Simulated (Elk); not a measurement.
# How CdTe absorbs and reflects light, part 2 of 2

Wanted: where CdTe starts to absorb, how strongly, and its refractive index. The cell comes from an older database entry, whose edges can differ from later determinations, mostly by under a per cent.

Elk 11.2.3 (patched build); DFT, PBE, all-electron APW+lo, Dirac cores, scalar-relativistic bands, independent-particle optical response without local fields.

So far. Step 2 (Ground state): There is a gap, 0.85 eV on this mesh (points off the mesh can give less), so no carriers' term is needed.

The database entry behind the starting cell differs from later determinations by our own check (an axis about 1.1 % short against later determinations), so it need not match the best structure at ambient conditions.

### 3. Independent particles

The spectrum is a sum over vertical transitions between filled and empty bands at the fixed density, so many empty bands are needed.

This step: DFT, PBE, all-electron APW+lo, Dirac cores, scalar-relativistic bands, independent-particle optical response without local fields (Elk 11.2.3 (patched build)).

Contents of elk.in:

```
tasks
  121

optcomp
  1 1

xctype
  20

nempty
  10

lorbcnd
  .true.

rgkmax
  7.0

swidth
  0.0055124

wplot
  400 100 0
  0.0 0.51449

sppath
  './'

avec
  0.000000000000 6.056572229426 6.056572229426
  6.056572229426 0.000000000000 6.056572229426
  6.056572229426 6.056572229426 0.000000000000

atoms
  2
  'Te.in'
  1
  0.750000000000 0.750000000000 0.750000000000   0.000 0.000 0.000
  'Cd.in'
  1
  0.000000000000 0.000000000000 0.000000000000   0.000 0.000 0.000

ngridk
  8 8 8
```

On the command line:

```console
> OMP_NUM_THREADS=4 elk
```

Output:

```text
┌─────────────────────────────────┐
│ Elk code version 11.2.3 started │
└─────────────────────────────────┘

Info(readinput): the functional depends on the density's gradient
 muffin-tin radial points multiplied by    2.00000
 (not where nrmtscf is given)

┌────────────────────┐
│ Current task : 121 │
└────────────────────┘
Info(checkmt): changed muffin-tin radius of species 1 (Te) from   2.6000 to   2.5976
Info(checkmt): changed muffin-tin radius of species 2 (Cd) from   2.6000 to   2.5976

Info(findsymcrys): atomic basis shift (lattice) :
  0.2500000000      0.2500000000      0.2500000000
See GEOMETRY.OUT for new atomic positions

Info(dielectric):
 dielectric tensor written to EPSILON_ij.OUT
 optical conductivity written to SIGMA_ij.OUT
 for components
  i = 1, j = 1

┌──────────────────┐
│ Elk code stopped │
└──────────────────┘
```

It took 0.96 s on 4 threads of Intel Xeon Platinum 8488C (Sapphire Rapids), shared host; peak memory 0.05 GiB.

Numbers from this step:

- electronic dielectric constant ε∞, mean over x, y and z (by symmetry where fewer were run): 10.22

The Im ε, E ∥ x has structure finer than the step of the table below, so its rows give means over 0.25 eV, whole bins alone (the curve runs from 0 to 14.0 eV). Peaks (eV: height): 0.840: 4.58, 1.890: 5.09, 2.590: 10.2, 3.430: 10.00, 4.480: 17.3, 5.530: 11.0.

Sum at mesh points, not converged in k; values under the direct gap are tails of Lorentzian lines. Im ε, E ∥ x against photon energy; means over each step:

photon energy (eV), Im ε, E ∥ x and a bar:
```
     0.25        0.2 
     0.50        0.8 #
     0.75        3.2 #####
     1.00        2.7 ####
     1.25        1.1 ##
     1.50        1.2 ##
     1.75        3.4 ######
     2.00        3.7 ######
     2.25        3.4 ######
     2.50        8.6 ###############
     2.75        6.7 ############
     3.00        5.0 #########
     3.25        7.7 ##############
     3.50        9.6 #################
     3.75        6.8 ############
     4.00        7.6 ##############
     4.25       11.3 #####################
     4.50       16.4 ##############################
     4.75       11.1 ####################
     5.00        7.6 ##############
     5.25        9.1 ################
     5.50       10.9 ####################
     5.75        9.5 #################
     6.00        6.4 ###########
     6.25        5.6 ##########
     6.50        5.8 ##########
     6.75        5.0 #########
     7.00        4.4 ########
     7.25        3.3 ######
     7.50        2.8 #####
     7.75        2.7 #####
     8.00        2.3 ####
     8.25        2.1 ###
     8.50        1.9 ###
     8.75        1.7 ###
     9.00        1.6 ##
     9.25        1.1 ##
     9.50        1.1 ##
     9.75        1.2 ##
    10.00        1.4 ##
    10.25        1.2 ##
    10.50        0.9 #
    10.75        0.9 #
    11.00        0.9 #
    11.25        0.9 #
    11.50        1.0 #
    11.75        0.8 #
    12.00        0.7 #
    12.25        0.6 #
    12.50        0.6 #
    12.75        0.8 #
    13.00        0.8 #
    13.25        0.7 #
    13.50        0.8 #
    13.75        0.8 #
```

The reflectivity at normal incidence, E ∥ x has structure finer than the step of the table below, so its rows give means over 0.5 eV, whole bins alone (the curve runs from 0 to 14.0 eV). Peaks (eV: height): 2.52: 37.4, 3.43: 36.3, 4.58: 49.9, 5.95: 52.4, 7.24: 56.0, 9.10: 51.4, 10.43: 40.7.

Sum at mesh points, not converged in k. Reflectivity at normal incidence, E ∥ x against photon energy; means over each step:

```
photon energy (eV)  reflectivity at normal incidence, E ∥ x (%)
               0.5                                         29.0
               1.0                                         25.8
               1.5                                         28.0
               2.0                                         29.3
               2.5                                         34.6
               3.0                                         29.4
               3.5                                         34.2
               4.0                                         32.3
               4.5                                         46.5
               5.0                                         38.6
               5.5                                         43.9
               6.0                                         49.5
               6.5                                         45.3
               7.0                                         50.3
               7.5                                         49.5
               8.0                                         47.3
               8.5                                         46.3
               9.0                                         47.0
               9.5                                         39.9
              10.0                                         33.0
              10.5                                         38.1
              11.0                                         29.4
              11.5                                         27.9
              12.0                                         28.1
              12.5                                         18.1
              13.0                                         17.2
              13.5                                         15.9
```

The loss function −Im 1/ε at q → 0, E ∥ x has structure finer than the step of the table below, so its rows give means over 0.5 eV, whole bins alone (the curve runs from 0 to 14.0 eV). Peaks (eV: height): 12.39: 1.80.

Sum at mesh points, not converged in k; values under the direct gap are tails of Lorentzian lines. Loss function −Im 1/ε at q → 0, E ∥ x against energy loss; means over each step:

```
energy loss (eV)  loss function −Im 1/ε at q → 0, E ∥ x
             0.5                                0.00799
             1.0                                 0.0304
             1.5                                 0.0127
             2.0                                 0.0311
             2.5                                 0.0461
             3.0                                 0.0545
             3.5                                 0.0699
             4.0                                 0.0615
             4.5                                 0.0604
             5.0                                  0.119
             5.5                                 0.0927
             6.0                                  0.122
             6.5                                  0.146
             7.0                                  0.153
             7.5                                  0.204
             8.0                                  0.245
             8.5                                  0.294
             9.0                                  0.340
             9.5                                  0.545
            10.0                                  0.586
            10.5                                  0.679
            11.0                                  0.942
            11.5                                  0.933
            12.0                                   1.24
            12.5                                   1.52
            13.0                                   1.32
            13.5                                   1.28
```

At chosen wavelengths:

```
wavelength (nm)     n      k  R (%)     1/α
           1550  3.35  0.618   30.6  200 nm
           1064  2.91  0.204   24.1  415 nm
            800  3.28  0.207   28.5  308 nm
            633  3.06  0.679   27.8   74 nm
            365  3.31  1.480   36.3   20 nm
            308  3.26  1.249   33.8   20 nm
            193  1.43  2.107   44.7  7.3 nm
```

Below the direct gap, k and the depth come from the tails of the Lorentzian lines, not from transitions.

Rows near the edge hang on the gap, which this functional as a rule makes too small, and phonon-assisted absorption is left out.

### 4. Results

| Quantity | Value |
| --- | --- |
| electronic dielectric constant ε∞, mean over x, y and z (by symmetry where fewer were run) (independent particles) | 10.2 |

At this level (PBE, independent particles) CdTe has ε∞ = 10.2 and n = 3.35 at 1550 nm. On the mesh the gap is 0.85 eV and the least direct gap 0.85 eV. Excitons and phonon-assisted transitions are missing, and so are local fields; PBE gaps are as a rule too small, which pulls the onset down and ε∞ up. Spin-orbit coupling is left out although heavy atoms are present. The sum runs over mesh points 0.21 Å⁻¹ apart with no interpolation, so peaks are partly noise of the mesh; over so small a direct gap single mesh points weigh heavily, so ε∞, n and their changes from run to run can be far off.

[Machine, clock and banner lines and Python warnings are left out of the logs.]

[Logs are printed without paths, hosts, clocks, repeated set-up lines and the standing remarks that a program may print on its own settings, such as how far it seeks lower states.]

[Hosts, paths, dates, database ids (printed as entryN), source tags and the programs' standing remarks are cut or masked in the printed files.]
